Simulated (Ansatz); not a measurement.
**LiCl: the band gap up the ladder of functionals**

An exercise on one series of results from a longer session: the logs are not shown, and one member is left open.

Program: Ansatz 0.2.0. PAW datasets, plane waves. Spin-unpolarised throughout; all numbers are computed.

## Starting point

The cell was relaxed beforehand with r2SCAN.

Space group Fm-3m (No. 225), cubic; a = 5.112 Å in the conventional setting, 16.70 Å³ an atom. Li has 6 Cl at 2.56 Å; Cl has 6 Li at 2.56 Å.

Coordinates:

```cif
data_structure
_symmetry_space_group_name_H-M 'P 1'
_symmetry_Int_Tables_number 1
_cell_length_a 3.6148
_cell_length_b 3.6148
_cell_length_c 3.6148
_cell_angle_alpha 60.000
_cell_angle_beta 60.000
_cell_angle_gamma 60.000
_cell_volume 33.40
loop_
_atom_site_label
_atom_site_type_symbol
_atom_site_fract_x
_atom_site_fract_y
_atom_site_fract_z
_atom_site_occupancy
Li1 Li 0.00000 0.00000 0.00000 1
Cl1 Cl 0.50000 0.50000 0.50000 1
```

Set-up of the first run:

The input, input.yaml:

```yaml
crystal:
  lattice:
    - [0.0, 2.5560369889, 2.5560369889]
    - [2.5560369889, 0.0, 2.5560369889]
    - [2.5560369889, 2.5560369889, 0.0]
  atoms:
    - { symbol: Li, position: [0.0, 0.0, 0.0] }
    - { symbol: Cl, position: [0.5, 0.5, 0.5] }
kpoints:
  mp_grid: { grid: [8, 8, 8] }
  band_path:
    path:
      - [[0.0, 0.0, 0.0], [0.5, 4.983664218393e-35, 0.5], [0.625, 0.25, 0.625]]
      - [[0.375, 0.375, 0.75], [0.0, 0.0, 0.0], [0.5, 0.5, 0.5], [0.5, 0.25, 0.75], [0.5, 4.983664218393e-35, 0.5]]
    npoints: 10
hamiltonian:
  xc: pbe
scf:
  occupations: { method: fermi_dirac, width: 0.02 }
  n_extra_bands: 4
output:
  forces: true
  stress: true
  eigenvalues: true
```

Launch:

```console
> ansatz run input.yaml --threads 2 --pin off --max-ram 2211MiB --backend cpu --events-out ev --progress --plain --runs-dir out
```

Steps of the session up to this table: Band structure with PBE; Single point with r2SCAN; HSE06 at the same geometry; Quasiparticle levels, G0W0@PBE; PBE0 at the same geometry.

One of the session's tables, all rows but one given; the rest of the session is left out.

| level | gap (eV) |
| --- | --- |
| PBE | 6.38 |
| r2SCAN | 7.29 |
| HSE06 | 7.79 |
| G0W0@PBE (99 empty bands) | 8.80 |
| PBE0 | ? |

Estimate the missing values for PBE0.

**Answer.** gap (eV): 8.50. In the column «gap (eV)» it lies between HSE06 (7.79) and G0W0@PBE (99 empty bands) (8.80).

Meshes: PBE 8×8×8, r2SCAN 8×8×8, HSE06 6×6×6, PBE0 6×6×6

PBE gives the least gap, 6.38 eV, and G0W0@PBE (99 empty bands) the largest, 8.80 eV. PBE reaches 73 % of the G0W0@PBE value, and r2SCAN 83 %. PBE0 lies 0.72 eV above HSE06, which differs from it by screening the long-range exchange. The G0W0 figures hold for the stated bands, cutoff and mesh and aren't extrapolated.

Caveats from the session: Warnings in the runs' records: stress scf threshold loose, stress exchange threshold loose.
